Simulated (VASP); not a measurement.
VASP 6.6.1 run: BaZrO$_{3}$

INCAR

```
NBANDS = 28
LREAL = .FALSE.
IBRION = -1
GGA = PE
EDIFF = 1E-7
ISIF = 2
ISMEAR = -1
ENCUT = 520
LCHARG = .FALSE.
NSW = 0
LWAVE = .FALSE.
LASPH = .TRUE.
SIGMA = 0.02
PREC = Accurate
ADDGRID = .TRUE.
ALGO = All
NELM = 120
```

KPOINTS

```
KPOINTS created by Atomic Simulation Environment
0
Gamma
6 6 6
0 0 0
```

POSCAR

```
Ba Zr O
 1.0000000000000000
     4.2053549142000000    0.0000000000000000    0.0000000000000000
     0.0000000000000000    4.2053549142000000    0.0000000000000000
     0.0000000000000000    0.0000000000000000    4.0791942668000001
 Ba  Zr  O
   1   1   3
Cartesian
  0.0000000000000000  0.0000000000000000  0.0000000000000000
  2.1026774570999995  2.1026774570999995  2.0395971333999996
  2.1026774570999995  2.1026774570999995  0.0000000000000000
  2.1026774570999995  0.0000000000000000  2.0395971333999996
  0.0000000000000000  2.1026774570999995  2.0395971333999996
```

The recommended PBE PAW datasets give the neutral cell 40 valence electrons.

Command

```
mpirun -np 1 vasp_std
```

Question: Predict the outcome of this run.

Answer: It converged. Results: gap between bands v and c on the k mesh 3.12 eV; least direct gap on the k mesh 3.29 eV; pressure 9.0 GPa. Band v is the last that the valence electrons fill when counted band by band, and c is the next.

OSZICAR

```
N       E                     dE             d eps       ncg     rms           ort
DAV:   1     0.308422827488E+03    0.30842E+03   -0.23438E+04  1120   0.145E+03
DAV:   2    -0.285728684722E+02   -0.33700E+03   -0.32677E+03  1120   0.353E+02
DAV:   3    -0.486159038233E+02   -0.20043E+02   -0.19969E+02  1120   0.804E+01
DAV:   4    -0.490975459661E+02   -0.48164E+00   -0.48103E+00  1120   0.103E+01
DAV:   5    -0.491071160074E+02   -0.95700E-02   -0.95694E-02  1120   0.116E+00
SDA:   6    -0.259773197660E+02    0.23130E+02   -0.95694E-02  1120   0.767E+02   0.000E+00
CGA:   7    -0.398734263561E+02   -0.13896E+02   -0.13827E+02  1120   0.317E+01  -0.124E+01
CGA:   8    -0.412515345152E+02   -0.13781E+01   -0.14328E+01  1120   0.982E+00  -0.253E+00
CGA:   9    -0.414878339772E+02   -0.23630E+00   -0.23653E+00  1120   0.262E+00  -0.364E-02
CGA:  10    -0.415530317889E+02   -0.65198E-01   -0.65197E-01  1120   0.590E-01   0.151E-03
...
SDA:  24    -0.415825705043E+02   -0.76189E-06   -0.10659E-05  1120   0.179E-05  -0.677E-06
CGA:  25    -0.415825709506E+02   -0.44629E-06   -0.49778E-06  1120   0.297E-06   0.350E-06
CGA:  26    -0.415825710905E+02   -0.13991E-06   -0.14030E-06  1120   0.158E-06   0.238E-07
CGA:  27    -0.415825712702E+02   -0.17974E-06   -0.18009E-06  1120   0.276E-06  -0.285E-07
SDA:  28    -0.415825713558E+02   -0.85595E-07   -0.30743E-06  1120   0.103E-05  -0.246E-06
CGA:  29    -0.415825716209E+02   -0.26516E-06   -0.29786E-06  1120   0.376E-06   0.127E-06
CGA:  30    -0.415825717656E+02   -0.14470E-06   -0.15406E-06  1120   0.862E-07   0.601E-07
SDA:  31    -0.415825718721E+02   -0.10641E-06   -0.10639E-06  1120   0.838E-07  -0.353E-07
SDA:  32    -0.415825718737E+02   -0.16194E-08   -0.15435E-07  1120   0.276E-07   0.396E-07
   1 F= -.41582572E+02 E0= -.41582572E+02  d E =-.990878E-13
```

Standard output (part)

```
POSCAR found type information on POSCAR BaZrO
 POSCAR found :  3 types and       5 ions
 LDA part: xc-table for (Slater+PW92), standard interpolation
 POSCAR, INCAR and KPOINTS ok, starting setup
 WAVECAR not read
 entering main loop
 gam= 0.000 g(H,U,f)=  0.601E+02 0.167E+02 0.916E-10 ort(H,U,f) = 0.000E+00 0.000E+00 0.000E+00
 gam= 0.000 trial= 0.400  step=  0.3604 mean=  0.4000
 gam= 0.041 g(H,U,f)=  0.239E+01 0.774E+00 0.104E-12 ort(H,U,f) =-0.550E+01 0.426E+01 0.153E-12
 gam= 0.041 trial= 0.396  step=  0.9191 mean=  0.3960
 gam= 0.310 g(H,U,f)=  0.962E+00 0.192E-01 0.139E-11 ort(H,U,f) =-0.413E+00 0.160E+00 0.140E-10
 gam= 0.310 trial= 0.448  step=  0.5237 mean=  0.4484
 gam= 0.267 g(H,U,f)=  0.251E+00 0.111E-01 0.431E-15 ort(H,U,f) = 0.282E-01-0.318E-01 0.843E-14
 gam= 0.267 trial= 0.456  step=  0.4988 mean=  0.4559
 gam= 0.225 g(H,U,f)=  0.528E-01 0.621E-02 0.398E-14 ort(H,U,f) = 0.191E-02-0.176E-02-0.326E-13
 gam= 0.225 trial= 0.460  step=  0.5530 mean=  0.4602
 gam= 0.333 g(H,U,f)=  0.180E-01 0.166E-02 0.114E-13 ort(H,U,f) =-0.183E-02 0.206E-02-0.504E-14
 gam= 0.333 trial= 0.469  step=  0.7495 mean=  0.4695
 gam= 0.414 g(H,U,f)=  0.798E-02 0.149E-03 0.459E-15 ort(H,U,f) =-0.537E-03 0.506E-03 0.107E-14
 gam= 0.414 trial= 0.497  step=  0.8022 mean=  0.4975
 gam= 0.505 g(H,U,f)=  0.410E-02 0.644E-05 0.683E-18 ort(H,U,f) =-0.976E-04 0.374E-05 0.249E-16
 gam= 0.505 trial= 0.528  step=  0.7616 mean=  0.5279
...
```

For comparison, a separate PBE run of the intended cell, on usual settings and not on those above, gives a gap of 3.12 eV on its mesh and a pressure of 9.0 GPa.
